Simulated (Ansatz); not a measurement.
# Molybdenum, beta-Sn type under PBE: structure, energy and stiffness

The plan for molybdenum in the beta-Sn type structure: relax it, solve it on a dense k-mesh, switch on spin-orbit coupling, then scale the cell to 7 volumes from 88 to 112 % of the relaxed one and try a fit of the equation of state. The k-meshes are 13×13×9 for the relaxation; 22×22×12 for the dense run; 14×14×7 for spin-orbit coupling; 15×15×8 for the volumes.

Method: DFT PBE, plane waves (420 eV) with PAW, scalar-relativistic, in Ansatz 0.2.0.

## 1. The starting structure

The structure is tetragonal, space group I4_1/amd (No. 141). The conventional cell has a = 4.931 Å, b = 4.931 Å, c = 2.692 Å, α = 90.00°, β = 90.00°, γ = 90.00°. Mo (site symmetry -4m2) is surrounded by 6 Mo at 2.56 to 2.69 Å.

Structure file:

```cif
data_structure
_symmetry_space_group_name_H-M 'I4_1/amd:1'
_symmetry_Int_Tables_number 141
_cell_length_a 4.9311
_cell_length_b 4.9311
_cell_length_c 2.6924
_cell_angle_alpha 90.000
_cell_angle_beta 90.000
_cell_angle_gamma 90.000
_cell_volume 65.47
loop_
_atom_site_label
_atom_site_type_symbol
_atom_site_symmetry_multiplicity
_atom_site_Wyckoff_symbol
_atom_site_fract_x
_atom_site_fract_y
_atom_site_fract_z
_atom_site_occupancy
Mo1 Mo 4 a 0.00000 0.00000 0.00000 1
```

## 2. Relaxation of the cell

input.yaml

```yaml
crystal:
  lattice:
    - [-2.4655682571, 2.4655682571, 1.3462002684]
    - [2.4655682571, -2.4655682571, 1.3462002684]
    - [2.4655682571, 2.4655682571, -1.3462002684]
  atoms:
    - { symbol: Mo, position: [0.0, 0.0, 0.0] }
    - { symbol: Mo, position: [0.75, 0.25, 0.5] }
hamiltonian:
  xc: pbe
  pseudopotentials:
    kind: paw
    azcp:
      Mo: "pseudopotentials/Mo.paw.azcp"
basis:
  ecutwfc: 420
  fft_grid_basis: typed
kpoints:
  mp_grid: { grid: [13, 13, 9], shift: [0, 0, 0] }
magnetization:
  spin_polarized: false
scf:
  occupations: { method: fermi_dirac, width: 0.1 }
relax:
  max_steps: 60
  f_tol: 0.01
  cell: {}
```

On the command line:

```sh
> ansatz run input.yaml --threads 1 --pin off --max-ram 3584MiB --backend cpu --events-out ev --progress --plain --runs-dir out
```

After this run come: The energy on a finer k-mesh; Spin-orbit coupling switched on; The cell scaled to 88 % of its volume; The cell scaled to 92 % of its volume; The cell scaled to 96 % of its volume; The cell scaled to 100 % of its volume; The cell scaled to 104 % of its volume; The cell scaled to 108 % of its volume; The cell scaled to 112 % of its volume.

**Question.** What will these runs give? Wanted: space group; conventional cell; volume; shortest distance; gap on the mesh; relative to bcc; V₀, B₀, B₀′.

As calculated:

| quantity | value |
| --- | --- |
| space group (spins left aside) | Fddd (No. 70) |
| conventional cell | a = 2.653 Å, b = 5.425 Å, c = 8.936 Å |
| volume | 16.077 Å³/atom |
| shortest distance | 2.653 Å |
| gap on the mesh | none (levels filled in part) |
| relative to bcc | +232 meV/atom |
| V₀, B₀, B₀′ | 16.065 Å³/atom, 243 GPa, 4.1 |

From the guessed start the volume shrank by 1.8 % in 16 steps. The cell has left its prototype: it ends as Fddd. What follows belongs to that structure, not to the type named at the start. The mesh has less symmetry than the lattice, which may have let the distortion in. Against the reference form of molybdenum (bcc, computed apart with the same settings) it stands 232 meV/atom higher, so it is far from stable. Levels at the Fermi energy are filled in part, as in a metal. Totals with and without spin-orbit coupling (-1.2 eV/atom apart) can't be read as binding, since the two-component data shift the zero of energy. B₀ comes out at 243 GPa; letting shape and positions relax at each volume could only lower it.
